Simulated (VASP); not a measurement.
Set up this calculation in VASP 6.6.1, as the native input.

* Task: band structure
* Functional: PBE
* Potentials or basis: VASP PAW PBE potentials, release 64 (Br, K_sv)
* Cutoff: 520 eV
* k mesh: 6 × 6 × 6
* Occupations: gaussian, width 0.02 eV
* Spin: spin-orbit coupling, no magnetisation
* Ladder: free
* Further INCAR settings: ALGO = Normal; EDIFF = 1e-06

The system is KBr.

```
CELL_PARAMETERS angstrom
0.00000 3.30000 3.30000
3.30000 0.00000 3.30000
3.30000 3.30000 0.00000
ATOMIC_POSITIONS crystal
Br 0.50000 0.50000 0.50000
K 0.00000 0.00000 0.00000
```

One way to write it, as run:

POSCAR

```
KBr
1.0
    0.0000000000      3.3000000000      3.3000000000
    3.3000000000      0.0000000000      3.3000000000
    3.3000000000      3.3000000000      0.0000000000
Br K
1 1
Direct
    0.5000000000      0.5000000000      0.5000000000
    0.0000000000      0.0000000000      0.0000000000
```

INCAR.step1

```
  PREC = Accurate
  ENCUT = 520
  EDIFF = 1E-6
  ISMEAR = 0
  SIGMA = 0.02
  LREAL = F
  LASPH = T
  NELM = 60
  ALGO = Normal
  ISIF = 2
  LWAVE = F
  LCHARG = T
  LNONCOLLINEAR = T
  MAGMOM = 0 0 0 0 0 0
  LORBIT = 11
  LSORBIT = T
  GGA_COMPAT = F
  GGA = PE
  KPAR = 2
```

KPOINTS.step1

```
Automatic mesh
0
Gamma
  6 6 6
```

INCAR.step2

```
  PREC = Accurate
  ENCUT = 520
  EDIFF = 1E-6
  ISMEAR = 0
  SIGMA = 0.05
  LREAL = F
  LASPH = T
  NELM = 60
  ALGO = Normal
  ISIF = 2
  LWAVE = F
  LCHARG = F
  LNONCOLLINEAR = T
  MAGMOM = 0 0 0 0 0 0
  LORBIT = 11
  LSORBIT = T
  GGA_COMPAT = F
  GGA = PE
  ICHARG = 11
  KPAR = 2
```

KPOINTS.step2

```
path GXWKGLUWLK,UX
20
line-mode
reciprocal
 0.0000000000  0.0000000000  0.0000000000  G
 0.5000000000  0.0000000000  0.5000000000  X

 0.5000000000  0.0000000000  0.5000000000  X
 0.5000000000  0.2500000000  0.7500000000  W

 0.5000000000  0.2500000000  0.7500000000  W
 0.3750000000  0.3750000000  0.7500000000  K

 0.3750000000  0.3750000000  0.7500000000  K
 0.0000000000  0.0000000000  0.0000000000  G

 0.0000000000  0.0000000000  0.0000000000  G
 0.5000000000  0.5000000000  0.5000000000  L

 0.5000000000  0.5000000000  0.5000000000  L
 0.6250000000  0.2500000000  0.6250000000  U

 0.6250000000  0.2500000000  0.6250000000  U
 0.5000000000  0.2500000000  0.7500000000  W

 0.5000000000  0.2500000000  0.7500000000  W
 0.5000000000  0.5000000000  0.5000000000  L

 0.5000000000  0.5000000000  0.5000000000  L
 0.3750000000  0.3750000000  0.7500000000  K

 0.6250000000  0.2500000000  0.6250000000  U
 0.5000000000  0.0000000000  0.5000000000  X
```

Potentials or basis: VASP PAW PBE potentials, release 64 (Br, K_sv).

Launch:

```sh
$ cat potpaw_PBE.64/Br/POTCAR potpaw_PBE.64/K_sv/POTCAR > POTCAR
$ cp INCAR.step1 INCAR
$ cp KPOINTS.step1 KPOINTS
$ mpirun -np 2 vasp_ncl > vasp.out
$ cp INCAR.step2 INCAR
$ cp KPOINTS.step2 KPOINTS
$ mpirun -np 2 vasp_ncl > vasp.out
```

Run time: 2.8 min on 2 MPI ranks on Intel(R) Xeon(R) 6975P-C (Granite Rapids), on a shared host, peak memory 0.7 GiB a rank.
